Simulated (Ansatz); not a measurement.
# Bi (Bismuth): the cost of one run

Program: Ansatz 0.2.0. Level of theory: DFT PBE, with the methods named in each step. These are calculated values, not measurements.

The COD entry's cell or inner coordinates are ideal or old and differ from later refinements, so a difference from it is no clean test against experiment.

3 further runs of the same task are left out: 3 that didn't finish. Runs told in other sessions of the task aren't counted.

### 1 The system as given

The structure is trigonal, space group R-3m (No. 166). Conventional cell: a = 4.535 Å, b = 4.535 Å, c = 11.814 Å, α = 90.00°, β = 90.00°, γ = 120.00°. Bi (site symmetry 3m) has 6 Bi at 3.06 to 3.52 Å in its first shell of neighbours.

Coordinates:

```cif
data_structure
_symmetry_space_group_name_H-M 'R-3m:H'
_symmetry_Int_Tables_number 166
_cell_length_a 4.5350
_cell_length_b 4.5350
_cell_length_c 11.8140
_cell_angle_alpha 90.000
_cell_angle_beta 90.000
_cell_angle_gamma 120.000
_cell_volume 210.42
loop_
_atom_site_label
_atom_site_type_symbol
_atom_site_symmetry_multiplicity
_atom_site_Wyckoff_symbol
_atom_site_fract_x
_atom_site_fract_y
_atom_site_fract_z
_atom_site_occupancy
Bi1 Bi 6 c 0.33333 0.66667 0.90067 1
```

The file gives the conventional cell by its symmetry; the runs use the cell typed in the input.

Atoms are numbered in the order of the input: Bi1, Bi2.

### 2 The bond as given, LAPW

input.yaml reads:

```yaml
crystal:
  lattice:
    - [2.2675, 1.3091417354, 3.938]
    - [-2.2675, 1.3091417354, 3.938]
    - [0.0, -2.6182834708, 3.938]
  atoms:
    - { symbol: Bi, position: [0.234, 0.234, 0.234] }
    - { symbol: Bi, position: [0.766, 0.766, 0.766] }
kpoints:
  mp_grid: { grid: [8, 8, 8] }
scf:
  occupations: { method: fermi_dirac, width: 0.05 }
hamiltonian:
  xc: pbe
  pseudopotentials: { kind: all_electron, lapw: { basis_error: 0.001 } }
output:
  forces: true
  stress: true
  eigenvalues: true
  populations: true
```

Started as:

```bash
$ ansatz run input.yaml --threads 1 --pin off --max-ram 2048MiB --backend cpu --events-out ev --progress --plain --runs-dir out
```

**Question.** How long does this run take on 1 thread of Arm Neoverse V2, shared host, and how much memory does it need?

About 29 s, with a peak of 0.41 GiB.
